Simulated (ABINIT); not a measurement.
Crystal: NiO.

```xyz
2
Lattice="0.0000 2.0859 2.0859 2.0859 0.0000 2.0859 2.0859 2.0859 0.0000" Properties=species:S:1:pos:R:3 pbc="T T T"
Ni    0.0000    0.0000    0.0000
O     2.0859    2.0859    2.0859
```

Base run:

| Item | Value |
| --- | --- |
| Program | ABINIT 10.8.3 (patched build) |
| Functional | revPBE |
| Potentials or basis | JTH PAW PBE v2.0 |
| Cutoff | 1333 eV |
| k mesh | 9 × 9 × 9 |
| Occupations | fermi-dirac, width 0.05 eV |
| Spin | collinear spin, ferromagnetic start |
| Starting moments | [1.0, 0.0] μB |

Its results: band gap on the k mesh none (metal or under the smearing width); pressure 2.5 GPa; net moment 0.00 μB per cell.

The run is repeated on the same cell with these changes: functional from revPBE to PW91. What comes out?

Band gap on the k mesh none (metal or under the smearing width); pressure -2.7 GPa; net moment 0.00 μB per cell.

PW91 binds more tightly than revPBE, so the same cell stands under less pressure.

Caveats: small starting moments can end in a higher magnetic state in this program; the PAW data sets were made with another functional, which shifts forces and pressure a little; semilocal functionals often make such compounds metallic where correlation or magnetic order opens a gap, which also shifts bond lengths.
